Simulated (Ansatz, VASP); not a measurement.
# Cross-check of B27P26F (F_P) between VASP and Ansatz, part 2 of 2

Aim: how closely do two programs agree when they are given the same cell, functional and k mesh? The cell is taken from a series of runs on this material, whose earlier steps may have relaxed, scaled, displaced or heated it; both programs get it as it stands.

VASP 6.6.1 and Ansatz 0.2.0.

So far: Set-up; Ansatz: single point, r2SCAN, pair 1; VASP: single point, r2SCAN, pair 1.

## Step 4: Differences

Known differences besides the potentials themselves: VASP keeps PBE cores, Ansatz makes them for the functional; fixed occupations in Ansatz, narrow Gaussian smearing in VASP; the cutoff is 500 eV in Ansatz and 580 eV in VASP (PREC = Accurate, projectors in real space). Total energies have different zeros and are not compared.

The two programs side by side:

| quantity | Ansatz | VASP | difference |
| --- | --- | --- | --- |
| gap on the k mesh (eV) | 0.430 | 0.449 | -0.018 |

Forces on 8 of the 54 atoms, those with the largest forces and the largest differences (eV/Å; atoms numbered as in POSCAR):

| atom | Ansatz x, y, z | VASP x, y, z |
| --- | --- | --- |
| B9 | 0.007, -0.010, -0.010 | 0.152, -0.156, -0.156 |
| B15 | -0.002, 0.001, -0.005 | -0.011, 0.011, -0.016 |
| B17 | 0.000, -0.003, 0.000 | -0.011, -0.014, 0.009 |
| B18 | 0.001, 0.007, 0.000 | 0.011, 0.017, 0.010 |
| P32 | -0.002, -0.001, 0.003 | -0.008, -0.006, 0.018 |
| P33 | 0.001, 0.004, 0.000 | -0.016, 0.011, -0.005 |
| P40 | -0.008, -0.003, -0.003 | 0.010, -0.008, -0.008 |
| F54 | -0.002, 0.006, 0.003 | -0.136, 0.139, 0.137 |

The forces differ by 27 meV/Å r.m.s., where the r.m.s. force is 0.003 eV/Å in Ansatz and 0.029 eV/Å in VASP: the atoms lie near their places of rest in Ansatz, so a percentage would say little (all taken over all components). A gap on the mesh is an upper bound, since the band edges may lie between its points. The cell carries a charge of +2 e against a uniform background, so its pressure also hangs on how the neutralising background is counted, and in a defect's cell a gap may be the spacing between its levels.

## Step 5: Ansatz: single point, r2SCAN, pair 2

With cell and atoms fixed, the geometry can't cause a difference; cores, projectors, grids and the points listed under the comparison can.

The cell is taken from a series of runs on this material, whose earlier steps may have relaxed, scaled, displaced or heated it; both programs get it as it stands.

Contents of input.yaml:

```yaml
crystal:
  checkpoint: "../qm1_M1.relax.run"
  host: checkpoint
basis:
  ecutwfc: 500
  xc_grid: 2
hamiltonian:
  xc: r2scan
  pseudopotentials: { kind: paw, azcp: { folder: soft_1 } }
kpoints:
  mp_grid: { grid: [2, 2, 2], shift: [0.5, 0.5, 0.5] }
scf:
  occupations: { method: fixed }
  max_iter: 80
output:
  forces: true
  eigenvalues: true
  charged_corrections: { defect_position: [0.25, 0.583333, 0.583333] }
checkpoint:
  read: "../qm1_M1.relax.run"
  write: "../qm1_M1.point_neutral.run"
  compress: false
  write_wavefunctions: false
  write_every: 100000
```

Run with:

```bash
$ ansatz run input.yaml --threads 4 --pin off --max-ram 7536MiB --backend cpu --events-out ev --progress --plain --runs-dir out
```

Numbers of over 12 decimals in the logs are rounded to 6 here.

The log of the run:

```text
Warning: checkpoint.read: spin treatment differs: saved collinear, current unpolarized; the saved charge density seeds this run and the saved magnetisation is not carried: this deck is unpolarised; the saved density holds an absolute magnetisation of 2.5e0 μB; saved orbitals and DFT+U occupations are not carried; the saved kinetic-energy density and PAW projector densities are carried summed over spin
[...]
max |Σ_I F_I| component: 7.32e-3 eV/Å
--- Band table (eV) ---
  k-point 0: bands = [... 105 lower, 7.8586, 8.5250, 8.5814, 9.0137, 10.4079, 10.5923, 10.9025, 10.9983, ... 13 higher]
  k-point 1: bands = [... 105 lower, 7.6557, 8.1004, 8.3280, 9.3401, 10.5556, 10.9191, 10.9341, 11.6921, ... 13 higher]
  k-point 2: bands = [... 105 lower, 7.6647, 8.0889, 8.2600, 9.5333, 10.1726, 10.6986, 10.9191, 11.6944, ... 13 higher]
  k-point 3: bands = [... 105 lower, 7.6682, 8.0884, 8.2624, 9.5314, 10.1691, 10.6954, 10.9219, 11.6945, ... 13 higher]
[key lines of the parts left out:]
SCF converged after 8 iterations
Free energy (F): -24796.464149 eV
Fermi energy:    9.533288 eV
```

## Step 6: VASP: single point, r2SCAN, pair 2

The same cell, functional and mesh now go to VASP, with its own data sets.

Contents of INCAR:

```
SYSTEM = B27P26F
PREC = Accurate
ENCUT = 580
EDIFF = 1E-06
NELM = 120
ISMEAR = 0
SIGMA = 0.01
LREAL = Auto
ALGO = Normal
METAGGA = R2SCAN
LASPH = .TRUE.
NBANDS = 152
LORBIT = 11
LWAVE = .FALSE.
LCHARG = .FALSE.
ISIF = 2
ISYM = 0
GGA_COMPAT = .FALSE.
EFERMI = MIDGAP
LMIXTAU = .TRUE.
KPAR = 4
```

Contents of POSCAR:

```
B27P26F
1.0
    0.0000000000      6.8045562257      6.8045562257
    6.8045562257      0.0000000000      6.8045562257
    6.8045562257      6.8045562257      0.0000000000
B P F
27 26 1
Direct
    0.9995995067      0.0010655457      0.0006889212
    0.0001758094      0.0004561546      0.3343414817
    0.0000918089      0.9999655311      0.6675391878
    0.9994366838      0.3343705640      0.0014071424
    0.9993076039      0.3341562736      0.3348779710
    0.9999794841      0.3346776379      0.6674133733
    0.9998633397      0.6673496581      0.0008391031
    0.0003739910      0.6674647483      0.3343277354
    0.9683821513      0.6771327812      0.6793190951
    0.3325055404      0.0016726873      0.0009841280
    0.3327884271      0.0004417750      0.3344121534
    0.3320634996      0.0025336077      0.6655164126
    0.3326450205      0.3344372541      0.0014110507
    0.3326173405      0.3352819633      0.3345016263
    0.3413047936      0.3060517339      0.6789169653
    0.3326047704      0.6671745889      0.0012718129
    0.3350272332      0.6701438289      0.3276942485
    0.3429618707      0.6773225391      0.6795547894
    0.6663677764      0.0009985335      0.0005944396
    0.6663789576      0.0013116481      0.3336863596
    0.6676229133      0.0028624268      0.6651535698
    0.6662443457      0.3345407800      0.0007329553
    0.6653638016      0.3353168835      0.3344281359
    0.6656480044      0.3348098314      0.6674392554
    0.6669932451      0.6669874663      0.0011847822
    0.6656036101      0.6674956454      0.3344218779
    0.6682576340      0.6662903239      0.6650836872
    0.2496415283      0.2506388746      0.2516784073
    0.2493531794      0.2530011992      0.5847171459
    0.2493465896      0.2519787550      0.9170218987
    0.2499103658      0.5850028807      0.2486165264
    0.2499717867      0.5844495232      0.9167179549
    0.2498905684      0.9193857309      0.2484231361
    0.2498213725      0.9153219740      0.5847135036
    0.2497936015      0.9180429371      0.9164003678
    0.5826900701      0.2514462587      0.2507743824
    0.5804753211      0.2530899605      0.5846147409
    0.5826062431      0.2511258068      0.9174436061
    0.5842505339      0.5850134296      0.2483907119
    0.5812437908      0.5846693329      0.5849073467
    0.5833435776      0.5846482858      0.9162454637
    0.5827608904      0.9175871259      0.2506419145
    0.5831380672      0.9177951370      0.5834559330
    0.5833715436      0.9180370584      0.9161948390
    0.9156120827      0.2506372485      0.2516787098
    0.9160313540      0.2505020020      0.5848915286
    0.9164535424      0.2511330361      0.9174425068
    0.9158929199      0.5844053214      0.2513639913
    0.9171466172      0.5844089802      0.5846830549
    0.9168206236      0.5842848645      0.9166968527
    0.9166038566      0.9175788183      0.2506701436
    0.9176520013      0.9154824200      0.5845775192
    0.9165257544      0.9172181263      0.9172813172
    0.2764115572      0.6104191407      0.5055380640
```

Contents of KPOINTS:

```
Points of the shifted mesh
8
Reciprocal
 0.2500000000  0.2500000000  0.2500000000 1
 0.2500000000  0.2500000000  0.7500000000 1
 0.2500000000  0.7500000000  0.2500000000 1
 0.2500000000  0.7500000000  0.7500000000 1
 0.7500000000  0.2500000000  0.2500000000 1
 0.7500000000  0.2500000000  0.7500000000 1
 0.7500000000  0.7500000000  0.2500000000 1
 0.7500000000  0.7500000000  0.7500000000 1
```

The projector-augmented-wave data sets are B, P and F (PBE family, release 64).

Run with:

```bash
$ mpirun -np 8 vasp_std
```

The log of the run:

```text
[banner, memory and clock lines left out]
running    8 mpi-ranks, on    1 nodes
[...]
[... a notice as in an earlier step ...]

 [... a notice as in an earlier step ...]

 LDA part: xc-table for (None), standard interpolation
 POSCAR, INCAR and KPOINTS ok, starting setup
[...]
entering main loop
       N       E                     dE             d eps       ncg     rms          rms(c)
DAV:   1     0.666951596138E+03    0.66695E+03   -0.10697E+05  2432   0.145E+03
DAV:   2    -0.434426470874E+03   -0.11014E+04   -0.10393E+04  2928   0.243E+02
DAV:   3    -0.509616531838E+03   -0.75190E+02   -0.73974E+02  3000   0.587E+01
DAV:   4    -0.511304890333E+03   -0.16884E+01   -0.16749E+01  3056   0.914E+00
[...]
DAV:  20    -0.459741156097E+03   -0.61865E-04   -0.25153E-05  2560   0.196E-02    0.357E-03
DAV:  21    -0.459741157253E+03   -0.11555E-05   -0.17000E-06  2152   0.380E-03    0.347E-03
DAV:  22    -0.459741157456E+03   -0.20356E-06   -0.53898E-07  1584   0.260E-03
   1 F= -.45974116E+03 E0= -.45974116E+03  d E =0.000000E+00
```

OUTCAR, selected parts (step 6):

```text
  Total        1.9325329      2.1057538      1.6351015      0.7923207     -2.6865826     -2.9954146
  in kB        4.9136935      5.3541280      4.1574389      2.0145691     -6.8309540     -7.6161959
  external PRESSURE =       4.8084201 kB  Pullay stress =       0.0000000 kB

 POSITION                                       TOTAL-FORCE (eV/Angst)
 -----------------------------------------------------------------------------------
      0.01194      6.80652      6.80908        -0.025278      0.012594      0.018862
      2.27815      2.27624      0.00430        -0.065801     -0.028672     -0.024784
     11.34663      4.54293      6.80495         0.057982      0.056573     -0.041143
      2.28482      6.81030      9.07597        -0.075186     -0.069670     -0.043470
      4.55248      9.07854      9.07363        -0.019499     -0.007373      0.015024
      6.81878     11.34587      9.08175         0.091062      0.055062     -0.080955
      4.54673      6.80934     11.34464         0.053706     -0.037277      0.045463
      6.81675      2.27750      4.54435         0.045093     -0.063970      0.041617
      9.23005     11.21188     11.19700        -0.040638     -0.014016     -0.037529
      0.01808      2.26925      2.27393        -0.214362      0.003311     -0.000350
      2.27853      4.54000      2.26748        -0.051603      0.020704      0.017523
      4.54578      6.78809      2.27678         0.044562      0.374784     -0.031185
      2.28530      2.27310      4.53920        -0.063478      0.033670      0.061901
      4.55758      4.53945      4.54476        -0.044574      0.026301      0.054832
[...]
-----------------------------------------------------------------------------------
    total drift:                               -0.007429     -0.012403     -0.027940

  FREE ENERGIE OF THE ION-ELECTRON SYSTEM (eV)
  ---------------------------------------------------
  free  energy   TOTEN  =      -459.7411574564 eV

  energy  without entropy=     -459.7411574564  energy(sigma->0) =     -459.74115746

[... 2 parts as in an earlier step ...]
```

The run ends at a pressure of 0.48 GPa, with forces up to 1.1 eV/Å.

## Step 7: Differences

The two programs side by side:

| quantity | Ansatz | VASP | difference |
| --- | --- | --- | --- |
| gap on the k mesh (eV) | 0.636 | 0.639 | -0.003 |

Forces on 7 of the 54 atoms, those with the largest forces and the largest differences (eV/Å; atoms numbered as in POSCAR):

| atom | Ansatz x, y, z | VASP x, y, z |
| --- | --- | --- |
| B17 | -0.343, -0.329, 0.304 | -0.547, -0.535, 0.511 |
| B27 | 0.558, 0.021, -0.023 | 0.553, 0.020, -0.023 |
| P34 | 0.042, -0.420, 0.078 | 0.041, -0.407, 0.074 |
| P40 | -0.507, -0.074, -0.029 | -0.497, -0.079, -0.037 |
| P49 | -0.489, 0.048, 0.081 | -0.477, 0.050, 0.081 |
| P52 | 0.088, -0.099, 0.440 | 0.088, -0.095, 0.428 |
| F54 | 0.446, 0.405, -0.476 | 0.637, 0.599, -0.668 |

The forces differ by 39 meV/Å r.m.s., which is 22.9 % of the r.m.s. force of 0.168 eV/Å (both taken over all components). A gap on the mesh is an upper bound, since the band edges may lie between its points.

## Step 8: Summary of results

```json
{"r.m.s. force difference (single point, r2SCAN, pair 1)": "27 meV/Å", "r.m.s. force difference (single point, r2SCAN, pair 2)": "39 meV/Å"}
```

**Reading.** The r.m.s. force difference is 39 meV/Å (single point, r2SCAN, pair 2), beyond the 12 meV/Å picked in this series as the mark of a large difference. What causes the difference of the single point, r2SCAN, pair 1 pair stays open here. What causes the difference of the single point, r2SCAN, pair 2 pair stays open here. Such differences can come from data sets, numerical settings and the points named under the comparisons, not from the functional's error against experiment.

[Lines on the potential files, build, host, timing and source positions are cut from VASP's logs without a mark.]

[Logs are printed without paths, hosts, clocks, repeated set-up lines and the standing remarks that a program may print on its own settings, such as how far it seeks lower states.]

[Hosts, paths, dates, database ids (printed as entryN), source tags and the programs' standing remarks are cut or masked in the printed files.]
